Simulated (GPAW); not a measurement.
The system is KF (Carobbiite).

```
K F
1.0
     0.00000    2.67185    2.67185
     2.67185    0.00000    2.67185
     2.67185    2.67185    0.00000
K F
1 1
Cartesian
  0.0000 0.0000 0.0000
  2.6719 2.6719 2.6719
```

Base run:

| Property | Result |
| --- | --- |
| Program | GPAW 26.7.0 |
| Functional | PBE |
| Potentials or basis | GPAW PAW data sets (gpaw-data 1.2.1) |
| Cutoff | 800 eV |
| Basis | pw |
| k mesh | 9 × 9 × 9 |
| Occupations | fermi-dirac, width 0.05 eV |
| Spin | no spin polarisation |

Its results: band gap on the k mesh 6.18 eV, direct; pressure 0.6 GPa.

Task: The run is repeated on the same cell with these changes: functional from PBE to r2SCAN. What comes out?

Result: Band gap on the k mesh 6.83 eV, direct; pressure -1.5 GPa.

r2SCAN gives the wider gap, since meta-GGAs in the generalised Kohn-Sham scheme recover part of the derivative discontinuity.

Caveats: the PAW data sets were made with another functional, which shifts forces and pressure a little (some runs).
